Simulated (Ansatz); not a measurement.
Ti2O:

```
Ti O
1.0
     2.91940    0.00000    0.00000
    -1.45970    2.52827    0.00000
     0.00000    0.00000    4.71300
Ti O
2 1
Direct
  0.33333 0.66667 0.72126
  0.66667 0.33333 0.27874
  0.00000 0.00000 0.00000
```

```yaml
Program: Ansatz 0.2.0
Task: relaxation of cell and atoms
Functional: PBEsol
Potentials_or_basis: Ansatz PAW
Cutoff: "420 eV (not typed: the program's choice for these potentials)"
k_mesh: 10 × 10 × 6
Occupations: fermi-dirac, width 0.05 eV
Spin: no spin polarisation
```

At the start: volume 11.60 Å³/atom.

Q: How do energy, volume and symmetry change on relaxing?

A: It ends after 8 steps and the volume is 11.89 Å³/atom (+2.5 %); space group P-3m1 (No. 164, to 0.05 Å).

The path:
```csv
step,energy change (eV),largest force (eV/Å),volume (Å³)
1,0.0000,1.3294,34.79
2,-0.0679,0.0809,36.49
3,-0.0977,0.0048,35.72
4,-0.0986,0.0169,35.65
5,-0.0986,0.0020,35.65
6,-0.1008,0.0017,35.65
7,-0.1008,0.0000,35.67
8,-0.1009,0.0000,35.67
```

Final structure:
```
CELL_PARAMETERS angstrom
2.95305 0.00000 0.00000
-1.47653 2.55742 0.00000
0.00000 0.00000 4.72301
ATOMIC_POSITIONS crystal
Ti 0.33333 0.66667 0.73746
Ti 0.66667 0.33333 0.26254
O 0.00000 0.00000 0.00000
```

Caveat: the plane-wave basis is chosen anew once the cell has moved, so the energies of steps on either side of that aren't comparable; the pressure holds a Pulay correction of +0.4 GPa for the finite cutoff; the PAW data sets come from PBE, with cores solved anew for the run's functional, which leaves a small shift of forces and pressure.
